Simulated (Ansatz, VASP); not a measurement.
# ScAl3: VASP beside Ansatz

```xyz
4
Lattice="4.0878 0.0000 0.0000 0.0000 4.0878 0.0000 0.0000 0.0000 4.0878" Properties=species:S:1:pos:R:3 pbc="T T T"
Sc    0.0000    0.0000    0.0000
Al    2.0439    0.0000    2.0439
Al    0.0000    2.0439    2.0439
Al    2.0439    2.0439    0.0000
```

The cell is a database's computed one.

Alike in both runs: task relaxation of cell and atoms; functional PBE; k mesh 14 × 14 × 14; occupations gaussian, width 0.03 eV; no spin polarisation.

```csv
,VASP,Ansatz
version,VASP 6.6.1,Ansatz 0.2.0
potentials or method,"VASP PAW PBE potentials, release 64 (Sc_sv, Al)","scalar-relativistic, plane waves, PAW"
plane-wave cutoff (eV),600,420
valence electrons in the cell,20,20
```

```tsv
	VASP	Ansatz	Ansatz less VASP
gap on the k mesh at the Fermi level, each at its own relaxed structure (eV)	none	none	-
relaxed volume (Å³/atom)	17.31	17.30	-0.006
relaxed cell length with the largest relative difference (Å)	4.106	4.106	-0.0005
```

A gap of «none» marks a metal or a gap that the smearing closes.
